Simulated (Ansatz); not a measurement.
Runs of Ansatz 0.2.0 on Tl. It takes space group P6_3/mmc (No. 194, hexagonal). Conventional cell: a = 3.456 Å, b = 3.456 Å, c = 5.525 Å, α = 90.00°, β = 90.00°, γ = 120.00°. Tl (site symmetry -6m2) has 12 Tl at 3.41 to 3.46 Å as nearest neighbours. 

```csv
task,level,spin,cell,k mesh,cutoff (eV),points for each segment of the path,gap on the mesh (eV),pressure (GPa),relaxed volume (Å³/atom)
band structure,revPBE,off,as given,9 × 9 × 5,420,14,none,(b),-
band structure,LDA,off,as given,9 × 9 × 5,420,14,none,-1.6,-
band structure,r2SCAN,off,as given,9 × 9 × 5,500,14,none,(a),-
relaxation of cell and atoms,LDA,off,relaxed,9 × 9 × 5,420,-,none,0.0,27.33
band structure,BLYP,off,as given,9 × 9 × 5,420,14,none,7.2,-
band structure,PBEsol,off,as given,9 × 9 × 5,420,14,none,0.2,-
relaxation of cell and atoms,LDA,"SOC, no magnetisation",relaxed,7 × 7 × 4,420,-,none,0.0,26.87
band structure,RPBE,off,as given,9 × 9 × 5,420,14,none,(c),-
```

Alike in all rows: potentials or basis Ansatz PAW; smearing fermi-dirac 0.05 eV.

Fill in the values left out.

(a) 2.1; (b) 4.8; (c) 5.4.

Caveats: the PAW data sets come from PBE, with cores solved anew for the run's functional, which leaves a small shift of forces and pressure; spin-orbit coupling is left out, which moves the levels of the heavy elements (some runs); the plane-wave basis is chosen anew once the cell has moved, so the energies of steps on either side of that aren't comparable (some runs).

A k mesh can miss the band edges, and rows without SOC leave out spin-orbit coupling on Tl.

A gap of «none» marks a metal or a gap under the smearing width.

Runs at the PBE level aren't shown here.
